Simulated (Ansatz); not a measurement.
# H started in the widest void in diamond Ge, 65 atoms, charge −2

All numbers come from Ansatz (PAW, plane waves, no spin–orbit coupling) at the single k point (¼, ¼, ¼) without its symmetry partners. The atoms were relaxed with PBEsol in a fixed cell; other functionals are single points on those atoms unless said otherwise. The valence top and gap of the host come from its small cell on a dense mesh, with the band extrema sought between the mesh points, lined up by the mean potential, PBEsol gap 0.00 eV, r²SCAN gap 0.35 eV. The charge correction uses an assumed dielectric constant of 16.0.

Cell: a = 11.351 Å, b = 11.351 Å, c = 11.351 Å, α = 90.00°, β = 90.00°, γ = 90.00°.

Nearest atoms after relaxation, from the placed atom (for vacancies from the middle of the vacant sites): Ge at 1.72 Å, Ge at 2.44 Å, Ge at 2.45 Å, Ge at 2.75 Å, Ge at 2.75 Å, Ge at 2.76 Å, Ge at 2.81 Å, Ge at 2.95 Å.

Chemical potentials μ are those of reference phases of the elements at zero temperature by the same functional (the usual solids, diamond for C, grey Sn, and the molecules H2, N2, O2, F2, Cl2, Br2 and S8).

```
functional  E(defect) − E(host) − Σ nμ + q·E_VBM (eV)  monopole (eV)  alignment (eV)  formation energy at E_F = VBM (eV)  moment (μB)            wall time, shared host
    PBEsol                                       1.45           0.45           -0.13                                1.77          0.7  21 s on NVIDIA H100 (relaxation)
    r²SCAN                                       2.30           0.45           -0.12                                2.63          1.0              9.7 s on NVIDIA H100
```

How does the monopole term follow by hand for this cubic cell?

q²·α·e²/(4πε₀)/(2εL) with the Madelung constant α = 2.837 and e²/4πε₀ = 14.40 eV·Å: 4 × 2.837 × 14.40 / (2 × 16.0 × 11.351) = 0.45 eV.

r²SCAN one-electron levels near the gap (the ten most localised at most), from the host's valence top, not corrected for the charge's images:

```tsv
level (eV)	spin	filling	atoms sharing it	element of the atom with most weight
-0.28	up	1.00	32.3	spread
-0.27	down	1.00	31.3	spread
0.42	up	1.00	63.2	spread
0.52	down	0.00	63.4	spread
```

The charge sits partly or wholly in a band of the host, at the cell's one k point and not at the band edge, so the formation energy is too high and the charge correction doesn't apply as it stands.

One k point and a cell of this size can leave errors of several tenths of an eV in such numbers.
